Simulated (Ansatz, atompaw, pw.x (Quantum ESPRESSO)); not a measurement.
**Which Li potential is closest to all-electron in the fcc crystal?**

All use PBE, scalar-relativistic, no spin, cutoffs from each file’s atomic test, pw.x 7.5; 13³ k-points, Fermi–Dirac smearing 0.01 Ry. Δ is the rms difference from all-electron LAPW of the E(V) curves that follow from fits to the pressures, over ±6 % in volume. Mesh and smearing are coarse and serve the comparison alone. The files are a selection: those with a ghost or negative overlap were mostly not run, and those with noisy or unconverged pressures or nearly equal Δ are left out.

All-electron: a0 = 4.329 Å (V0 = 20.28 Å³/atom), B0 = 13.7 GPa.

Problem. Rank them by Δ, smallest first.
A. PAW, atompaw 4.2.0.5, PBE; core none, reference 1s2 2s0.5 2p0.5; waves: 1s (bound); 2s (bound); 2p (bound); 2p channel at 2.65 Ry; 3d channel at -0.15 Ry; 3d channel at 1.2 Ry; local part: vpsmatchnc scheme with l = 3 at 0 Ry, radius 2.65 bohr; core correction: none; augmentation: besselshape compensation charge, radius 2.40 bohr; PAW radius 3.00 bohr; waves and projectors: bloechl.
B. PAW, atompaw 4.2.0.5, PBE; core [He], reference 2s0.75 2p0.25; waves: 2s (bound): rc 2.90 bohr; 2s channel at 1.85 Ry: rc 3.00 bohr; 2p (bound): rc 3.00 bohr; 2p channel at 4.25 Ry: rc 3.00 bohr; 3d channel at 0.45 Ry: rc 3.00 bohr; 3d channel at 2.6 Ry: rc 3.00 bohr; local part: vpsmatchnc scheme with l = 3 at 1 Ry, radius 2.30 bohr; core correction: smooth core density matched at 2.35 bohr; augmentation: sinc compensation charge, radius 2.70 bohr; PAW radius 3.00 bohr; waves and projectors: custom rrkj vanderbiltortho.
C. PAW, atompaw 4.2.0.5, PBE; core none, reference 1s2 2s1 2p0; waves: 1s (bound); 2s (bound); 2p (bound, empty); 2p channel at 4.95 Ry; 3d channel at 0.2 Ry; 3d channel at 1.5 Ry; local part: bessel scheme, radius 2.60 bohr; core correction: none; augmentation: besselshape compensation charge, radius 2.50 bohr; PAW radius 3.00 bohr; waves and projectors: bloechl.

Solution. B (0.1 meV/atom), C (0.3 meV/atom), A (0.6 meV/atom).
